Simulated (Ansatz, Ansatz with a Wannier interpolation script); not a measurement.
**Settings in Wannier-interpolated G0W0: MoS2 (2H monolayer)**

How do the Wannier model and the GW settings move the interpolated bands of MoS2 (2H monolayer)?

Method: maximally localised Wannier functions, PBE, plane waves, PAW, in Ansatz 0.2.0.

This is a report of a sequence of runs, with most program output left out.

## 1. The starting structure

The cell holds 3 atoms: 1 Mo and 2 S. Its edges and angles: a = 3.185 Å, b = 3.185 Å, c = 29.500 Å, α = 90.0°, β = 90.0°, γ = 120.0°. Vacuum lies along c.

The structure was relaxed with PBE. The structure was generated from a model, not taken from a measurement. The runs that relaxed it are not among those shown. The default PAW set here is soft_2. Its files were made with PBE. The Coulomb interaction is cut off across the vacuum.

## 2. Wannier model on 24×24×1

Localised functions give a small Hamiltonian that interpolates between mesh points at no cost.

input.yaml

```yaml
crystal:
  lattice:
    - [3.1851833438, 0.0, 0.0]
    - [-1.5925916719, 2.7584496915, 0.0]
    - [0.0, 0.0, 29.5]
  atoms:
    - { symbol: Mo, position: [0.3333333333, 0.6666666667, 0.5] }
    - { symbol: S, position: [0.6666666667, 0.3333333333, 0.5529690683] }
    - { symbol: S, position: [0.6666666667, 0.3333333333, 0.4470309317] }
  periodic: [true, true, false]
kpoints:
  mp_grid: { grid: [12, 12, 1] }
hamiltonian:
  xc: pbe
scf:
  occupations: { method: fixed }
  n_extra_bands: 127
output:
  wannier:
    kmesh: [24, 24, 1]
    projections: [{ species: Mo, l: d, shell: 4 }, { species: S, l: p, shell: 3 }]
    minimise: true
    write_hr: true
    seedname: w
    conv_tol: 1.0e-07
    max_iter: 4000
    disentanglement:
      window: [-11.84, -0.09]
      frozen_window: [-11.84, -3.09]
      conv_tol: 1.0e-08
```

Command:

```sh
ansatz run input.yaml --threads 12 --pin off --max-ram 27648MiB --backend cpu --events-out ev --progress --plain --runs-dir out
```

Wall time 28 s (12 threads of Intel Xeon 6975P-C (Granite Rapids), shared host); peak memory 7.4 GiB.

Numbers from this step:

```
gauge-invariant spread     : 17.98 Å²
diagonal spread            : 0.02506 Å²
off-diagonal spread        : 1.016 Å²
total spread               : 19.02 Å²
least projectability       : 0.5176
localisation steps         : 47
disentanglement steps      : 12
r.m.s. interpolation error : 3.66e-5 eV
r.m.s. error near the gap  : 3.15e-5 eV
```

Near the gap the model misses directly solved bands by 0.0 meV r.m.s. and by 0 meV at most in the window tested. This tests the starting bands, not the corrections carried with them.

## 3. Wannier model on 12×12×1

Edit input.yaml of step 2 so:

```diff
@@ -19,3 +19,3 @@
   wannier:
-    kmesh: [24, 24, 1]
+    kmesh: [12, 12, 1]
     projections: [{ species: Mo, l: d, shell: 4 }, { species: S, l: p, shell: 3 }]
```

It took 13 s on 12 threads; peak memory 2.5 GiB; 2.2 min of CPU time.

This step gave:

```yaml
gauge_invariant_spread: 17.75 Å²
diagonal_spread: 0.02442 Å²
off_diagonal_spread: 1.032 Å²
total_spread: 18.80 Å²
least_projectability: 0.5176
localisation_steps: 49
disentanglement_steps: 3
r_m_s_interpolation_error: 1.30e-4 eV
r_m_s_error_near_the_gap: 1.37e-4 eV
```

Near the gap the model misses directly solved bands by 0.1 meV r.m.s. and by 1 meV at most in the window tested. This tests the starting bands, not the corrections carried with them.

Frozen up to 2.85 eV; above it the model need not follow the bands. Electronic bands along the path, in eV, zero at the valence-band top; v1 is the highest filled band, c1 the lowest empty one:

```tsv
point	v4	v3	v2	v1	c1	c2	c3	c4
Γ	-1.77	-1.51	-1.51	0.00	2.75	2.75	3.00	3.00
halfway	-2.48	-1.79	-1.32	-0.72	2.17	2.35	2.89	3.76
M	-3.16	-1.86	-0.98	-0.63	2.23	2.74	3.85	4.29
halfway	-3.12	-2.35	-1.87	-0.32	2.12	3.02	3.49	4.37
K	-3.54	-2.86	-2.14	-0.02	1.65	3.06	3.52	4.84
halfway	-3.17	-1.97	-1.04	-0.79	1.93	2.46	2.66	4.16
Γ	-1.77	-1.51	-1.51	0.00	2.75	2.75	3.00	3.00
```

The same for Kohn-Sham, solved directly:

```tsv
point	v4	v3	v2	v1	c1	c2	c3	c4
Γ	-1.77	-1.51	-1.51	0.00	2.75	2.75	3.00	3.00
M	-3.16	-1.86	-0.98	-0.63	2.23	2.74	3.85	4.29
K	-3.54	-2.86	-2.14	-0.02	1.65	3.06	3.52	4.84
Γ	-1.77	-1.51	-1.51	0.00	2.75	2.75	3.00	3.00
```

## 4. A faulty Wannier input

Edit input.yaml of step 3 so:

```diff
@@ -27,4 +27,4 @@
     disentanglement:
-      window: [-11.84, -0.09]
-      frozen_window: [-11.84, -3.09]
+      window: [-11.84, -4.29]
+      frozen_window: [-11.84, -4.49]
       conv_tol: 1.0e-08
```

Run time: 11 s. Hardware: 12 threads; peak memory 2.5 GiB.

The self-consistent loop converged; the step after it was not made. The program's words: output.wannier: at mesh point 0 (counted from 0) output.wannier.disentanglement.window holds 7 states for 11 functions, beside 0 of inner shells that are left out. Raise the window's top, and output.wannier.disentanglement.top_band where it is typed. No Wannier file is written

The fault put into this input: an outer window with too few states.

## 5. G0W0: 12×12×1 mesh, 421 empty bands, screening to 80 eV

Now the one-shot GW correction: screening in the RPA, then the self-energy of the levels asked for.

This step: G0W0 on PBE, plane waves, PAW.

input.yaml, the sections that differ from step 4:

```yaml
scf:
  occupations: { method: fixed }
gw:
  n_empty_bands: 421
  ecut_chi: 80.0
  qp_bands: [v7, c3]
  screening: { model: contour_deformation }
# crystal, kpoints, hamiltonian: as in step 4
# output: removed
```

Run time: 14 min. Hardware: 12 threads; peak memory 8.6 GiB.

The G0W0 gap on the mesh is 2.404 eV.

## 6. G0W0: 6×6×1 mesh, 421 empty bands, screening to 80 eV

Edit input.yaml of step 5 so:

```diff
@@ -11,3 +11,3 @@
 kpoints:
-  mp_grid: { grid: [12, 12, 1] }
+  mp_grid: { grid: [6, 6, 1] }
 hamiltonian:
```

Elapsed: 49 s, on 12 threads; peak memory 5.5 GiB; 7.7 min of CPU time.

The G0W0 gap on the mesh is 2.393 eV.

## 7. G0W0: 12×12×1 mesh, 195 empty bands, screening to 48 eV, plasmon pole

input.yaml, the sections that differ from step 6:

```yaml
kpoints:
  mp_grid: { grid: [12, 12, 1] }
gw:
  n_empty_bands: 195
  ecut_chi: 48
  qp_bands: [v7, c3]
  screening: { model: godby_needs }
# crystal, hamiltonian, scf: as in step 6
```

It took 2 min on 12 threads; peak memory 3.5 GiB; 21 min of CPU time.

The G0W0 gap on the mesh is 2.540 eV.

## 8. Interpolated results

Times are wall times on 12 threads of Intel Xeon 6975P-C (Granite Rapids), shared host, good to a factor of about two.

```tsv
GW mesh	empty bands	cutoff (eV)	frequency	gap on mesh (eV)	gap over zone (eV)	direct gap (eV)	valence width (eV)	GW time
12×12×1	421	80	contour deformation	2.404	2.404	2.404	6.068	14 min
6×6×1	421	80	contour deformation	2.393	2.395	2.395	6.065	49 s
12×12×1	195	48	plasmon pole	2.540	2.540	2.540	6.390	2 min
```

## 9. Summary of results

```json
{"12×12×1 mesh, 421 empty bands, screening to 80 eV": "2.40 eV", "6×6×1 mesh, 421 empty bands, screening to 80 eV": "2.39 eV", "12×12×1 mesh, 195 empty bands, screening to 48 eV, plasmon pole": "2.54 eV"}
```

What this shows: The largest change, +0.14 eV in the gap over the zone, comes with 12×12×1 mesh, 195 empty bands, screening to 48 eV, plasmon pole. The first run is a reference, not a converged one, and where a row moves several settings no single cause can be named. Rows on another GW mesh add that mesh's corrections to the bands of the one model. Coarser Wannier mesh (12×12×1): the miss near the gap goes from under 1 (the model on 24×24×1) to under 1 meV and the total spread from 19.0 to 18.8 Å². With 6×6×1 mesh, 421 empty bands, screening to 80 eV the gap over the zone moves by −0.01 eV and that on the mesh by −0.01 eV. With 12×12×1 mesh, 195 empty bands, screening to 48 eV, plasmon pole the gap over the zone moves by +0.14 eV and that on the mesh by +0.14 eV. Gaps over the zone and on the mesh differ where an edge lies off the mesh, or where a GW run starts from another density: the starting gap over the zone is 1.652 eV, on the GW meshes it is 1.652 eV. The many-body steps are scalar-relativistic: spin-orbit coupling is not in them.

[Paths, hosts, dates, memory and timing lines, banners, echoed tables and standing remarks are left out of the program output.]

[Logs are printed without paths, hosts, clocks, repeated set-up lines and the standing remarks that a program may print on its own settings, such as how far it seeks lower states.]

[Runs of the session that timed out or met a known fault of the program may be left out.]

[Hosts, paths, dates, database ids (printed as entryN), source tags and the programs' standing remarks are cut or masked in the printed files.]
